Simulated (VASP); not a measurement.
**LiCl in VASP 6.6.1, single-point calculation**

INCAR

```
IBRION = -1
ISPIN = 2
LASPH = .TRUE.
LREAL = .FALSE.
SIGMA = 0.01
NELM = 120
ENCUT = 520
NBANDS = 12
EDIFF = 1E-7
LWAVE = .FALSE.
NSW = 0
LCHARG = .FALSE.
GGA = PS
ISMEAR = 0
MAGMOM = 0.5 0.5
PREC = Accurate
ISIF = 2
```

KPOINTS

```
KPOINTS created by Atomic Simulation Environment
0
Gamma
6 6 6
0 0 0
```

POSCAR

```
Li Cl
 1.0000000000000000
    -0.0000000000000000    2.7330425338988040    2.7330425338988040
     2.7330425338988040   -0.0000000000000000    2.7330425338988040
     2.7330425338988040    2.7330425338988040    0.0000000000000000
 Li  Cl
   1   1
Cartesian
  0.0000000000000000  0.0000000000000000  0.0000000000000000
  1.3665212669494020  1.3665212669494020  1.3665212669494020
```

The recommended PBE PAW datasets give the neutral cell 10 valence electrons.

Command

```
mpirun -np 1 vasp_std
```

How does this run end, and what does it give?

It converged. Results: pressure -0.4 GPa; magnetic moment of the cell 0.00 μB.

OSZICAR

```
N       E                     dE             d eps       ncg     rms          rms(c)
DAV:   1     0.426075987917E+02    0.42608E+02   -0.36248E+03   768   0.697E+02
DAV:   2    -0.439936984821E+01   -0.47007E+02   -0.45419E+02   928   0.140E+02
DAV:   3    -0.730893298531E+01   -0.29096E+01   -0.28966E+01   976   0.371E+01
DAV:   4    -0.741910598671E+01   -0.11017E+00   -0.11015E+00  1188   0.699E+00
DAV:   5    -0.741994360494E+01   -0.83762E-03   -0.83761E-03   984   0.652E-01    0.540E+00
DAV:   6    -0.753414959659E+01   -0.11421E+00   -0.35415E-01  1120   0.294E+00    0.266E+00
DAV:   7    -0.757885796804E+01   -0.44708E-01   -0.61864E-02   820   0.159E+00    0.135E+00
DAV:   8    -0.759114953116E+01   -0.12292E-01   -0.21824E-02   848   0.102E+00    0.561E-01
DAV:   9    -0.759532263388E+01   -0.41731E-02   -0.46926E-03   880   0.525E-01    0.193E-01
DAV:  10    -0.759704461260E+01   -0.17220E-02   -0.10103E-03   952   0.256E-01    0.727E-02
DAV:  11    -0.759721428979E+01   -0.16968E-03   -0.13890E-04   956   0.915E-02    0.455E-02
DAV:  12    -0.759732970703E+01   -0.11542E-03   -0.14204E-04   916   0.703E-02    0.116E-02
DAV:  13    -0.759733487221E+01   -0.51652E-05   -0.67462E-06   964   0.201E-02    0.345E-03
DAV:  14    -0.759733536100E+01   -0.48879E-06   -0.42639E-07  1048   0.544E-03    0.158E-03
DAV:  15    -0.759733561430E+01   -0.25331E-06   -0.31054E-07   980   0.347E-03    0.548E-04
DAV:  16    -0.759733564604E+01   -0.31740E-07   -0.31240E-08   908   0.150E-03
   1 F= -.75973356E+01 E0= -.75973356E+01  d E =-.106707E-84  mag=    -0.0000
```

For comparison, a separate PBEsol run of the intended cell, on usual settings and not on those above, gives a gap of 5.84 eV on its mesh and a pressure of -0.4 GPa.
